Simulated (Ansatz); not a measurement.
The system is BAs.

```
CELL_PARAMETERS angstrom
2.12755 0.00000 0.00000
0.00000 3.17406 0.00000
0.00000 0.00000 4.95098
ATOMIC_POSITIONS crystal
B 0.00000 0.50000 0.00000
As 0.50000 0.50000 0.50000
```

The cell was built by a generator and needn't be a form met in nature.

| Quantity | Value |
| --- | --- |
| Program | Ansatz 0.2.0 |
| Task | relaxation of cell and atoms |
| Functional | BLYP |
| Dispersion | D4 |
| Potentials or basis | Ansatz PAW |
| Cutoff | 420 eV (not typed: the program's choice for these potentials) |
| k mesh | 12 × 8 × 6 |
| Occupations | fermi-dirac, width 0.05 eV |
| Spin | no spin polarisation |

At the start: volume 16.72 Å³/atom.

**Question.** Where does the relaxation end?

**Answer.** It ends after 38 steps and the volume is 15.57 Å³/atom (-6.9 %); space group P4/mmm (No. 123, to 0.05 Å).

Step by step:
| step | energy change (eV) | largest force (eV/Å) | volume (Å³) |
| --- | --- | --- | --- |
| 1 | 0.0000 | 0.0000 | 33.43 |
| 2 | -0.3952 | 0.0000 | 32.39 |
| 3 | -0.7228 | 0.0000 | 30.98 |
| 4 | -0.9689 | 0.0000 | 29.19 |
| 5 | -1.2164 | 0.0000 | 27.61 |
| 6 | -1.3299 | 0.0000 | 27.47 |
| 7 | -1.3597 | 0.0000 | 27.40 |
| 8 | -1.3729 | 0.0000 | 28.55 |
| 9 | -1.3779 | 0.0000 | 28.34 |
| 10 | -1.3883 | 0.0000 | 27.77 |
| 11 | -1.3960 | 0.0000 | 28.20 |
| 12 | -1.4076 | 0.0000 | 28.71 |
| 13 | -1.4085 | 0.0000 | 28.87 |
| 14 | -1.4085 | 0.0000 | 29.00 |
| 15 | -1.4086 | 0.0000 | 28.93 |
| 16 | -1.4086 | 0.0000 | 28.95 |
| 17 | -1.4086 | 0.0000 | 28.95 |
| 18 | -1.4086 | 0.0000 | 28.95 |
| 19 | -1.4656 | 0.0000 | 28.95 |
| 20 | -1.4869 | 0.0000 | 29.29 |
| 21 | -1.5127 | 0.0000 | 30.07 |
| 22 | -1.5408 | 0.0000 | 30.45 |
| 23 | -1.5905 | 0.0000 | 30.65 |
| 24 | -1.6389 | 0.0000 | 30.88 |
| 25 | -1.6653 | 0.0000 | 31.03 |
| 26 | -1.6710 | 0.0000 | 31.06 |
| 27 | -1.6717 | 0.0000 | 31.13 |
| 28 | -1.6721 | 0.0000 | 31.16 |
| 29 | -1.6721 | 0.0000 | 31.16 |
| 30 | -1.6997 | 0.0000 | 31.16 |
| 31 | -1.7060 | 0.0000 | 31.15 |
| 32 | -1.7071 | 0.0000 | 31.04 |
| 33 | -1.7089 | 0.0000 | 31.12 |
| 34 | -1.7092 | 0.0000 | 31.14 |
| 35 | -1.7092 | 0.0000 | 31.14 |
| 36 | -1.7094 | 0.0000 | 31.14 |
| 37 | -1.7094 | 0.0000 | 31.14 |
| 38 | -1.7094 | 0.0000 | 31.14 |

Final structure:
```
B As
1.0
     3.56290    0.00000    0.00000
     0.00000    2.46887    0.00000
     0.00000    0.00000    3.53957
B As
1 1
Direct
  0.00000 0.50000 0.00000
  0.50000 0.50000 0.50000
```

Caveat: the plane-wave basis is chosen anew once the cell has moved, so the energies of steps on either side of that aren't comparable; the PAW data sets come from PBE, with cores solved anew for the run's functional, which leaves a small shift of forces and pressure.
